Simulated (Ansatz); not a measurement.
Level of theory: Ansatz 0.2.0, DFT PBE, scalar-relativistic, plane waves, PAW. Settings: cutoff 420 eV, Γ-centred meshes spaced at most about 0.3 Å⁻¹, and about 0.25 Å⁻¹ or finer for metals (2π included), Gaussian smearing. No spin polarisation in the final relaxations.

Temperature and zero-point effects are left out.

Two forms of Ge were relaxed alike.

A.

```
CELL_PARAMETERS angstrom
2.71102 0.00000 0.00000
0.00000 2.71102 0.00000
0.00000 0.00000 2.71102
ATOMIC_POSITIONS crystal
Ge 0.50000 0.50000 0.50000
```

B.

```
CELL_PARAMETERS angstrom
0.00000 3.93023 3.93023
3.93023 0.00000 3.93023
3.93023 3.93023 0.00000
ATOMIC_POSITIONS crystal
Ge 0.12500 0.12500 0.62500
Ge 0.75000 0.75000 0.75000
Ge 0.12500 0.12500 0.12500
Ge 0.62500 0.12500 0.12500
Ge 0.12500 0.62500 0.12500
Ge 0.50000 0.50000 0.50000
```

Problem. Which is lower in energy, and by how much?

Solution. A is lower, by 190 meV/atom. A has the simple cubic type, space group Pm-3m (No. 221), 19.9 Å³/atom and no gap on its mesh; B has space group Fd-3m (No. 227), 20.2 Å³/atom and no gap. Counting all near atoms (those within 1.25 times the shortest such distance or 1.15 times the sum of covalent radii, 1.27 where that leaves under three; a plus sign parts nearer from farther groups; the shortest distance is added where it exceeds 1.18 times the sum of covalent radii; a slash parts the counts of unlike sites), A has Ge 6 and B has Ge 6+6/16 from 3.3 Å. In A, Ge is surrounded by 6 Ge at 2.71 Å. In B, Ge on a site of symmetry -3m is surrounded by 6 Ge at 2.78 Å and 6 Ge at 3.26 Å; Ge on a site of symmetry -43m is surrounded by 16 Ge at 3.26–3.40 Å. Both come from invented guesses. The part of the Crystallography Open Database at hand lists Ge in space groups No. 64, 96, 227; sharing a group (Fd-3m) doesn't make a cell the listed structure.

Cells relaxed within their symmetry can be saddle points.
